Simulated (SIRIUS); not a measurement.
A run of SIRIUS 7.12.0:

The input sirius.json:

```json
{
  "control": {
    "processing_unit": "cpu",
    "verbosity": 2,
    "num_bands_to_print": 13,
    "print_forces": true,
    "print_stress": true
  },
  "parameters": {
    "electronic_structure_method": "pseudopotential",
    "xc_functionals": ["XC_GGA_X_PBE", "XC_GGA_C_PBE"],
    "gk_cutoff": 7.8,
    "pw_cutoff": 22.1,
    "ngridk": [12, 12, 12],
    "shiftk": [0, 0, 0],
    "smearing": "fermi_dirac",
    "smearing_width": 0.0018374661,
    "num_bands": 13,
    "num_mag_dims": 1,
    "num_dft_iter": 100,
    "energy_tol": 1e-08,
    "density_tol": 1e-06
  },
  "iterative_solver": {
    "type": "davidson",
    "min_tolerance": 1e-10
  },
  "mixer": {
    "type": "anderson",
    "beta": 0.5,
    "max_history": 8
  },
  "settings": {
    "tol_ne": 1e-10,
    "smooth_initial_mag": true
  },
  "unit_cell": {
    "lattice_vectors": [
      [-2.861706756827, 2.861706756827, 2.861706756827],
      [2.861706756827, -2.861706756827, 2.861706756827],
      [2.861706756827, 2.861706756827, -2.861706756827]
    ],
    "atom_coordinate_units": "lattice",
    "atom_types": ["V"],
    "atom_files": {
      "V": "V.json"
    },
    "atoms": {
      "V": [
        [0.0, 0.0, 0.0, 0.0, 0.0, 2.0]
      ]
    }
  }
}
```

Potentials or basis: SSSP 1.3.0 PBE efficiency.

Command:

```console
$ upf_to_json v_pbe_v1.4.uspp.F.UPF
$ OMP_NUM_THREADS=1 sirius.scf --input=sirius.json --output=out.json --task=0
```

Hardware: 1 thread of Intel(R) Xeon(R) Platinum 8488C (Sapphire Rapids), on a shared host.

**Question.** How long does it take, and how much memory?

**Answer.** Wall time 32 s on 1 thread of Intel(R) Xeon(R) Platinum 8488C (Sapphire Rapids), with other jobs on the host, peak memory 0.24 GiB. Counts: scf iterations 16, k points 72, plane waves 767, bands 13.
